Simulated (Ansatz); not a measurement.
Runs of Ansatz 0.2.0 on CaO. The structure is cubic, space group Fm-3m (No. 225). Conventional cell: a = 4.807 Å, b = 4.807 Å, c = 4.807 Å, α = 90.00°, β = 90.00°, γ = 90.00°. Around Ca (site symmetry m-3m) lie 6 O at 2.40 Å. Around O (site symmetry m-3m) lie 6 Ca at 2.40 Å. The cell is a database's computed one.

```tsv
task	level	potentials or basis	cell	k mesh	cutoff (eV)	smearing	mesh quality	gap on the mesh (eV)	pressure (GPa)
projected density of states	r2SCAN0	Ansatz PAW	as given	6 × 6 × 6	500	fermi-dirac 0.05 eV	not flagged	6.43	-
electron localisation function	PBE0+D3(BJ)	Ansatz PAW polarizable	as given	6 × 6 × 6	420	methfessel-paxton 0.01 eV	not flagged	(b)	-
relaxation of cell and atoms	PBEsol0	Ansatz PAW	relaxed	5 × 5 × 5	420	fermi-dirac 0.05 eV	coarse	(a)	-
electrostatic potential	BLYP+D3(BJ)+ATM	JTH PAW	as given	10 × 10 × 10	1380	fermi-dirac 0.05 eV	not flagged	(c)	-2.7
projected density of states	LDA	Ansatz PAW	as given	6 × 6 × 6	420	fermi-dirac 0.05 eV	not flagged	3.49	-7.0
projected density of states	r2SCAN	Ansatz PAW	as given	6 × 6 × 6	500	fermi-dirac 0.05 eV	not flagged	4.20	-0.9
Born charges and dielectric tensor	LDA	Ansatz PAW	as given	10 × 10 × 10	420	fixed	not flagged	3.49	-
```

Alike in all rows: no spin polarisation.

Task: Fill in the values left out.

Result: (a) 6.16; (b) 6.05; (c) 3.75.

Caveats: some runs use coarse meshes; the PAW data sets come from PBE, with cores solved anew for the run's functional, which leaves a small shift of forces and pressure (some runs); the density of states is complete only up to the lowest level of the last band computed (some runs); odd divisions of the mesh miss points on the zone boundary, where band edges often lie, so the gap on the mesh can be too wide (some runs); the plane-wave basis is chosen anew once the cell has moved, so the energies of steps on either side of that aren't comparable (some runs); the potentials were made for another functional, which shifts forces and pressure (some runs).

A k mesh can miss the band edges.

Not every run made on this cell is shown here.
